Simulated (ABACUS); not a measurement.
# AlRu (Pm-3m) in ABACUS: a series of runs, part 2 of 2

ABACUS 3.10.1.

### Step 5. Single point, SOGGA

The input, run_abacus.py:

```python
"""ABACUS run from a structure file: ASE reads it, the script writes STRU, KPT and INPUT."""
import re
import subprocess
from ase.io import read
from ase.units import Bohr

atoms = read("POSCAR")
atoms = atoms[(-atoms.numbers).argsort(kind="stable")]  # ABACUS lists atoms element by element
pseudo = {'Ru': 'Ru.upf', 'Al': 'Al.upf'}
orbital = {'Ru': 'Ru_confined-atom_7au_3s2p2d1f.orb', 'Al': 'Al_confined-atom_8au_2s2p1d.orb'}
magmoms = None
kmesh = [9, 9, 9]
params = {
    'suffix': 'AlRu',
    'calculation': 'scf',
    'basis_type': 'lcao',
    'pseudo_dir': './',
    'orbital_dir': './',
    'symmetry': 1,
    'dft_functional': 'GGA_X_SOGGA+GGA_C_PBE',
    'ecutwfc': 100,
    'pseudo_rcut': 7,
    'nspin': 1,
    'nbands': 14,
    'ks_solver': 'genelpa',
    'smearing_method': 'fd',
    'smearing_sigma': 0.00367493,
    'scf_thr': 1e-07,
    'scf_nmax': 100,
    'mixing_type': 'broyden',
    'mixing_beta': 0.7,
    'cal_force': 1,
    'cal_stress': 1,
    'out_mul': 1,
}

symbols = atoms.get_chemical_symbols()
elements = list(dict.fromkeys(symbols))
lines = ["ATOMIC_SPECIES"] + [f"{e} {atoms.get_masses()[symbols.index(e)]:.4f} {pseudo[e]}" for e in elements]
if orbital:
    lines += ["", "NUMERICAL_ORBITAL"] + [orbital[e] for e in elements]
lines += ["", "LATTICE_CONSTANT", f"{1 / Bohr:.10f}", "", "LATTICE_VECTORS"]
lines += [" ".join(f"{x:.10f}" for x in v) for v in atoms.cell]
lines += ["", "ATOMIC_POSITIONS", "Direct"]
for e in elements:
    lines += ["", e, "0.0", str(symbols.count(e))]
    for i, p in enumerate(atoms.get_scaled_positions(wrap=False)):
        if symbols[i] == e:
            mag = "" if magmoms is None else " mag " + " ".join(str(x) for x in (magmoms[i] if isinstance(magmoms[i], list) else [magmoms[i]]))
            lines.append(" ".join(f"{x:.10f}" for x in p) + " 1 1 1" + mag)
open("STRU", "w").write("\n".join(lines) + "\n")
open("KPT", "w").write("K_POINTS\n0\nGamma\n%d %d %d 0 0 0\n" % tuple(kmesh))
open("INPUT", "w").write("INPUT_PARAMETERS\n" + "".join(f"{k:<20s}{v}\n" for k, v in params.items()))

done = subprocess.run(['mpirun', '-np', '4', 'abacus'])
if done.returncode:
    raise SystemExit(done.returncode)
log = open("OUT.AlRu/running_scf.log").read()
print("final energy (eV):", re.findall(r"FINAL_ETOT_IS (\S+)", log))
```

The input, POSCAR:

```
AlRu
1.0
    2.9916000000      0.0000000000      0.0000000000
    0.0000000000      2.9916000000      0.0000000000
    0.0000000000      0.0000000000      2.9916000000
Ru Al
1 1
Direct
    0.5000000000      0.5000000000      0.5000000000
    0.0000000000      0.0000000000      0.0000000000
```

Potentials or basis: PseudoDojo NC SR 0.4.1 PBE standard, DZP LCAO (the cutoffs set its grid).

Run with:

```
$ OMP_NUM_THREADS=1 python run_abacus.py > log
```

running log:

```text
ABACUS v3.10.1

               Atomic-orbital Based Ab-initio Computation at UStc

 ------------------------------------------------------------------------------------

 READING GENERAL INFORMATION
                           global_out_dir = OUT.AlRu/
                           global_in_card = INPUT
                               pseudo_dir = ./
                              orbital_dir = ./
                                    DSIZE = 4
                                    GSIZE = 1

 READING UNITCELL INFORMATION
                                    ntype = 2
                  lattice constant (Bohr) = 1.88973
              lattice constant (Angstrom) = 1

 READING ATOM TYPE 1
                               atom label = Ru
                      L=0, number of zeta = 3
                      L=1, number of zeta = 2
                      L=2, number of zeta = 2
                      L=3, number of zeta = 1
             number of atom for this type = 1

 READING ATOM TYPE 2
                               atom label = Al
                      L=0, number of zeta = 2
                      L=1, number of zeta = 2
                      L=2, number of zeta = 1
             number of atom for this type = 1

                        TOTAL ATOM NUMBER = 2
DIRECT COORDINATES
    atom                   x                   y                   z     mag                  vx                  vy                  vz
taud_Ru1            0.5000000000        0.5000000000        0.5000000000  0.0000        0.0000000000        0.0000000000        0.0000000000
taud_Al1            0.0000000000        0.0000000000        0.0000000000  0.0000        0.0000000000        0.0000000000        0.0000000000

                          Volume (Bohr^3) = 180.679
                             Volume (A^3) = 26.7738

 Lattice vectors: (Cartesian coordinate: in unit of a_0)
              +2.9916                  +0                  +0
                   +0             +2.9916                  +0
                   +0                  +0             +2.9916
 Reciprocal vectors: (Cartesian coordinate: in unit of 2 pi/a_0)
            +0.334269                  -0                  +0
                   -0           +0.334269                  -0
                   +0                  -0           +0.334269
 The esolver type has been set to : ksdft_lcao

[... 238 lines left out ...]
----------------------------------------------------------
[... 80 lines left out ...]
 Density error is 7.78761806112e-09
----------------------------------------------------------
     Energy           Rydberg                 eV
----------------------------------------------------------
 E_KohnSham     -206.4301584125      -2808.6263934532
 E_KS(sigma->0) -206.4296318375      -2808.6192290321
 E_Harris       -206.4301581758      -2808.6263902321
 E_band         -8.8337509038        -120.1893470044
 E_one_elec     -69.0851849217       -939.9521623187
 E_Hartree      45.2863533951        616.1524478148
 E_xc           -36.0134305965       -489.9878606395
 E_Ewald        -146.6168431394      -1994.8244894676
 E_entropy(-TS) -0.0010531501        -0.0143288423
 E_descf        0.0000000000         0.0000000000
 E_exx          0.0000000000         0.0000000000
 E_Fermi        1.1793696205         16.0461468870
----------------------------------------------------------

 charge density convergence is achieved
 final etot is -2808.6263935 eV
 EFERMI = 16.046146887 eV

 STATE ENERGY(eV) AND OCCUPATIONS    NSPIN == 1
 1/35 kpoint (Cartesian) = 0.0000 0.0000 0.0000 (746 pws)
       1       -55.6940     0.00274348
       2       -25.6419     0.00274348
       3       -25.6419     0.00274348
       4       -25.6419     0.00274348
       5        6.39622     0.00274348
       6        12.5187     0.00274348
       7        12.5187     0.00274348
       8        16.2964    1.82866e-05
       9        16.2964    1.82866e-05
      10        16.2964    1.82866e-05
      11        22.1827    1.37050e-56
      12        22.1827    1.37050e-56
      13        22.1827    1.37050e-56
      14        27.0811        0.00000
[... 66 lines left out ...]
       1       -55.6903      0.0329218
       2       -25.6656      0.0329218
       3       -25.6635      0.0329218
       4       -25.6377      0.0329218
       5        6.86219      0.0329218
       6        12.6700      0.0329218
       7        12.6871      0.0329218
       8        15.7070      0.0328846
       9        15.9821      0.0257677
      10        16.1236     0.00576590
      11        21.3738    1.74497e-48
      12        21.7563    8.31195e-52
      13        23.1003    1.76081e-63
      14        26.7441        0.00000

[... levels at 29 further k points ...]

 correction force for each atom along direction 1 is 2.98785e-14
 correction force for each atom along direction 2 is 4.69365e-14
 correction force for each atom along direction 3 is 4.29421e-14
------------------------------------------------------------------------------------------
 TOTAL-FORCE (eV/Angstrom)
------------------------------------------------------------------------------------------
                       Ru1         0.0000000000         0.0000000000         0.0000000000
                       Al1         0.0000000000         0.0000000000         0.0000000000
------------------------------------------------------------------------------------------

----------------------------------------------------------------
 TOTAL-STRESS (KBAR)
----------------------------------------------------------------
       -33.1394136263        -0.0000000000         0.0000000000
        -0.0000000000       -33.1394136263         0.0000000000
         0.0000000000         0.0000000000       -33.1394136263
----------------------------------------------------------------
 TOTAL-PRESSURE: -33.139414 KBAR

 --------------------------------------------
 !FINAL_ETOT_IS -2808.6263934532325948 eV
 --------------------------------------------
```

INPUT:

```text
INPUT_PARAMETERS
suffix              AlRu
calculation         scf
basis_type          lcao
pseudo_dir          ./
orbital_dir         ./
symmetry            1
dft_functional      GGA_X_SOGGA+GGA_C_PBE
ecutwfc             100
pseudo_rcut         7
nspin               1
nbands              14
ks_solver           genelpa
smearing_method     fd
smearing_sigma      0.00367493
scf_thr             1e-07
scf_nmax            100
mixing_type         broyden
mixing_beta         0.7
cal_force           1
cal_stress          1
out_mul             1
```

STRU:

```text
ATOMIC_SPECIES
Ru 101.0700 Ru.upf
Al 26.9815 Al.upf

NUMERICAL_ORBITAL
Ru_confined-atom_7au_3s2p2d1f.orb
Al_confined-atom_8au_2s2p1d.orb

LATTICE_CONSTANT
1.8897261258

LATTICE_VECTORS
2.9916000000 0.0000000000 0.0000000000
0.0000000000 2.9916000000 0.0000000000
0.0000000000 0.0000000000 2.9916000000

ATOMIC_POSITIONS
Direct

Ru
0.0
1
0.5000000000 0.5000000000 0.5000000000 1 1 1

Al
0.0
1
0.0000000000 0.0000000000 0.0000000000 1 1 1
```

Run time: 7.1 s. Hardware: 4 MPI ranks of AMD EPYC 7R43 (Zen 3), shared host; peak memory 0.48 GiB.

What came out:

```
Free energy            : -2808.6264 eV
Pressure               : -3.3 GPa
Band gap on the k mesh : none (metal or under the smearing width)
Mulliken charges       : Ru -0.27; Al +0.27 e
```

Caveat: the atomic orbitals were generated for these runs and aren't a published set; Mulliken charges move with the basis; the potentials were made for another functional, which shifts forces and pressure; the basis of atomic orbitals isn't converged, which shifts pressures, moduli and gaps.

### Step 6. Single point, BLYP

run_abacus.py: that of step 5 with these lines changed.

```diff
@@ -19,3 +19,3 @@
     'symmetry': 1,
-    'dft_functional': 'GGA_X_SOGGA+GGA_C_PBE',
+    'dft_functional': 'GGA_X_B88+GGA_C_LYP',
     'ecutwfc': 100,
@@ -34,2 +34,5 @@
     'out_mul': 1,
+    'out_chg': 1,
+    'out_pot': 2,
+    'out_elf': 1,
 }
```

POSCAR is that of step 5.

Potentials or basis: PseudoDojo NC SR 0.4.1 PBE standard, DZP LCAO (the cutoffs set its grid).

Run with:

```
$ OMP_NUM_THREADS=1 python run_abacus.py > log
```

running log:

```text
ABACUS v3.10.1

               Atomic-orbital Based Ab-initio Computation at UStc

 ------------------------------------------------------------------------------------

 READING GENERAL INFORMATION
                           global_out_dir = OUT.AlRu/
                           global_in_card = INPUT
                               pseudo_dir = ./
                              orbital_dir = ./
                                    DSIZE = 4
                                    GSIZE = 1

 READING UNITCELL INFORMATION
                                    ntype = 2
                  lattice constant (Bohr) = 1.88973
              lattice constant (Angstrom) = 1

 READING ATOM TYPE 1
                               atom label = Ru
                      L=0, number of zeta = 3
                      L=1, number of zeta = 2
                      L=2, number of zeta = 2
                      L=3, number of zeta = 1
             number of atom for this type = 1

 READING ATOM TYPE 2
                               atom label = Al
                      L=0, number of zeta = 2
                      L=1, number of zeta = 2
                      L=2, number of zeta = 1
             number of atom for this type = 1

                        TOTAL ATOM NUMBER = 2
DIRECT COORDINATES
    atom                   x                   y                   z     mag                  vx                  vy                  vz
taud_Ru1            0.5000000000        0.5000000000        0.5000000000  0.0000        0.0000000000        0.0000000000        0.0000000000
taud_Al1            0.0000000000        0.0000000000        0.0000000000  0.0000        0.0000000000        0.0000000000        0.0000000000

                          Volume (Bohr^3) = 180.679
                             Volume (A^3) = 26.7738

 Lattice vectors: (Cartesian coordinate: in unit of a_0)
              +2.9916                  +0                  +0
                   +0             +2.9916                  +0
                   +0                  +0             +2.9916
 Reciprocal vectors: (Cartesian coordinate: in unit of 2 pi/a_0)
            +0.334269                  -0                  +0
                   -0           +0.334269                  -0
                   +0                  -0           +0.334269
 The esolver type has been set to : ksdft_lcao

                PAO radial cut off (Bohr) = 7

 Read in pseudopotential file is Ru.upf
                     pseudopotential type = NC
          exchange-correlation functional = PBE
                 nonlocal core correction = 1
                        valence electrons = 16
                                     lmax = 2
                           number of zeta = 4
                     number of projectors = 6
                           L of projector = 0
                           L of projector = 0
                           L of projector = 1
                           L of projector = 1
                           L of projector = 2
                           L of projector = 2
 XC functional updated to : GGA_X_B88+GGA_C_LYP
          exchange-correlation functional = GGA_X_B88+GGA_C_LYP
                PAO radial cut off (Bohr) = 7

 Read in pseudopotential file is Al.upf
                     pseudopotential type = NC
          exchange-correlation functional = PBE
                 nonlocal core correction = 1
                        valence electrons = 3
                                     lmax = 2
                           number of zeta = 2
                     number of projectors = 6
                           L of projector = 0
                           L of projector = 0
                           L of projector = 1
                           L of projector = 1
[... 156 lines left out ...]
        3             74            974
        4             73            971
 --------------- sum -------------------
        4            293           3887

 SET NONLOCAL PSEUDOPOTENTIAL PROJECTORS
 SET NONLOCAL PSEUDOPOTENTIAL PROJECTORS
 max number of nonlocal projetors among all species is 6

 -------------------------------------------
 SELF-CONSISTENT
 -------------------------------------------

 SETUP SEARCHING RADIUS FOR PROGRAM TO SEARCH ADJACENT ATOMS
                  longest orb rcut (Bohr) = 8
   longest nonlocal projector rcut (Bohr) = 1.78
                     search radius (Bohr) = 19.6
              searching radius is (Bohr)) = 19.6
         searching radius unit is (Bohr)) = 1.89
                         PeriodicBoundary = 1
                        Radius(unit:lat0) = 10.4
                                   glayer = [ 5, 5, 5 ]
                             glayer_minus = [ 4, 4, 4 ]

Find the coordinate range of the input atom(unit:lat0).
                                  min_tau = [ -12, -12, -12 ]
                                  max_tau = [ 13.5, 13.5, 13.5 ]
                                BoxNumber = [ 9, 9, 9 ]

 SETUP EXTENDED REAL SPACE GRID FOR GRID INTEGRATION
                          real space grid = [ 36, 36, 36 ]
                 big cell numbers in grid = [ 12, 12, 12 ]
             meshcell numbers in big cell = [ 3, 3, 3 ]
                        extended fft grid = [ 17, 17, 17 ]
                dimension of extened grid = [ 47, 47, 47 ]
                            UnitCellTotal = 125
              Atom number in sub-FFT-grid = 2
    Local orbitals number in sub-FFT-grid = 39
                                ParaV.nnr = 48848
                                 init_chg = atomic

 LCAO ALGORITHM --------------- ION=   1  ELEC=   1--------------------------------

 Density error is 0.0790541457078
----------------------------------------------------------
     Energy           Rydberg                 eV
----------------------------------------------------------
 E_KohnSham     -206.4512920583      -2808.9139314554
 E_Harris       -210.8185982204      -2868.3341801707
 E_Fermi        1.2881969841         17.5268191307
----------------------------------------------------------
[... 80 lines left out ...]
 Density error is 1.98790596197e-08
----------------------------------------------------------
     Energy           Rydberg                 eV
----------------------------------------------------------
 E_KohnSham     -206.5224564144      -2809.8821721925
 E_KS(sigma->0) -206.5218678575      -2809.8741644647
 E_Harris       -206.5224575069      -2809.8821870564
 E_band         -7.8316711728        -106.5553528125
 E_one_elec     -69.4996133001       -945.5907496786
 E_Hartree      45.7630674105        622.6384747405
 E_xc           -36.1678902715       -492.0893923312
 E_Ewald        -146.6168431394      -1994.8244894676
 E_entropy(-TS) -0.0011771139        -0.0160154557
 E_descf        0.0000000000         0.0000000000
 E_exx          0.0000000000         0.0000000000
 E_Fermi        1.2293195805         16.7257509581
----------------------------------------------------------

 charge density convergence is achieved
 final etot is -2809.8821722 eV
 EFERMI = 16.725750958 eV
The vacuum level is 5.6446194543 eV

 STATE ENERGY(eV) AND OCCUPATIONS    NSPIN == 1
 1/35 kpoint (Cartesian) = 0.0000 0.0000 0.0000 (746 pws)
       1       -54.9845     0.00274348
       2       -24.9463     0.00274348
       3       -24.9463     0.00274348
       4       -24.9463     0.00274348
       5        7.21166     0.00274348
       6        13.2820     0.00274348
       7        13.2820     0.00274348
       8        16.9206    5.45920e-05
       9        16.9206    5.45920e-05
      10        16.9206    5.45920e-05
      11        22.9287    3.63114e-57
      12        22.9287    3.63114e-57
      13        22.9287    3.63114e-57
      14        27.9718        0.00000
[... 66 lines left out ...]
       1       -54.9808      0.0329218
       2       -24.9699      0.0329218
       3       -24.9679      0.0329218
       4       -24.9421      0.0329218
       5        7.67918      0.0329218
       6        13.4317      0.0329218
       7        13.4558      0.0329218
       8        16.3450      0.0329056
       9        16.6137      0.0297566
      10        16.7512      0.0123606
      11        22.1358    3.36019e-49
      12        22.4859    3.05522e-52
      13        23.8359    5.74209e-64
      14        27.6258        0.00000

[... levels at 29 further k points ...]

 correction force for each atom along direction 1 is 1.47184e-14
 correction force for each atom along direction 2 is 5.46338e-14
 correction force for each atom along direction 3 is 7.48202e-14
------------------------------------------------------------------------------------------
 TOTAL-FORCE (eV/Angstrom)
------------------------------------------------------------------------------------------
                       Ru1         0.0000000000         0.0000000000         0.0000000000
                       Al1         0.0000000000         0.0000000000         0.0000000000
------------------------------------------------------------------------------------------

----------------------------------------------------------------
 TOTAL-STRESS (KBAR)
----------------------------------------------------------------
       120.4668725408         0.0000000000        -0.0000000000
         0.0000000000       120.4668725408         0.0000000000
        -0.0000000000        -0.0000000000       120.4668725408
----------------------------------------------------------------
 TOTAL-PRESSURE: 120.466873 KBAR

 --------------------------------------------
 !FINAL_ETOT_IS -2809.8821721925228303 eV
 --------------------------------------------
```

Wall time 7.7 s (4 MPI ranks of AMD EPYC 7R43 (Zen 3), shared host); peak memory 0.48 GiB.

Results:

- Free energy: -2809.8822 eV
- Pressure: 12.0 GPa
- Band gap on the k mesh: none (metal or under the smearing width)
- Mulliken charges: Ru -0.38; Al +0.38 e

Levels at points of the mesh, in eV from the Fermi level:
```csv
k point,band 8,band 9,band 10,band 11,band 12,band 13
"(0.00, 0.00, 0.00)",0.19,0.19,0.19,6.20,6.20,6.20
```

Caveat: the atomic orbitals were generated for these runs and aren't a published set; Mulliken charges move with the basis; the potentials were made for another functional, which shifts forces and pressure; the basis of atomic orbitals isn't converged, which shifts pressures, moduli and gaps.

### Step 7. The runs side by side

```csv
level,gap on the mesh (eV),pressure (GPa)
LDA,none,-3.6
PBE,none,3.5
PBEsol,none,-1.5
SOGGA,none,-3.3
BLYP,none,12.0
```

Alike in all rows: task single point; potentials or basis PseudoDojo NC SR 0.4.1 PBE standard, DZP LCAO (the cutoffs set its grid); no spin polarisation; cell as given; k mesh 9 × 9 × 9; cutoff (eV) 1361; smearing fermi-dirac 0.05 eV.

Caveats: the atomic orbitals were generated for these runs and aren't a published set; the basis of atomic orbitals isn't converged, which shifts pressures, moduli and gaps; the potentials were made for another functional, which shifts forces and pressure (some runs).

Total energies depend on the potentials used, so only differences within one code and one set of settings carry meaning.
